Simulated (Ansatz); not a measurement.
**Energy and pressure of FeCo$_{3}$ against volume, without spin**

Theory: DFT PBEsol, scalar-relativistic, plane waves, PAW in Ansatz 0.2.0.

```xyz
4
Lattice="3.5357 0.0000 0.0000 0.0000 3.5357 0.0000 0.0000 0.0000 3.5357" Properties=species:S:1:pos:R:3 pbc="T T T"
Fe    0.0000    0.0000    0.0000
Co    1.7679    1.7679    0.0000
Co    1.7679    0.0000    1.7679
Co    0.0000    1.7679    1.7679
```

```json
{"plane-wave cutoff": "420 eV", "Γ-centred k-mesh": "12×12×12", "occupation rule": "Gaussian smearing, 0.1 eV", "spin treatment": "unpolarised"}
```

The cell is scaled evenly at fixed fractional positions, V₀ being the volume of the cell shown; start: no spin polarisation. Energies are extrapolated to zero smearing. A spin-polarised state can lie lower, at larger volumes above all.

```
 V/V₀  E above lowest (meV/atom) P (GPa)
0.800                          ?        ?
0.860                          ?        ?
0.920                        0.0     -8.2
0.960                       37.2    -18.1
1.000                       98.6    -25.8
1.040                      178.6    -31.7
1.100                      324.0    -37.9
1.180                      549.2    -42.9
```

**Question.** Fill in the withheld rows.

**Answer.** The withheld rows:

| V/V₀ | E above lowest (meV/atom) | P (GPa) |
| --- | --- | --- |
| 0.800 | 114.6 | 42.5 |
| 0.860 | 5.5 | 12.4 |

Cost: 8 runs of about 1.4 core-minutes in all, on Intel Xeon Platinum 8259CL (Skylake/Cascade Lake) (shared hosts).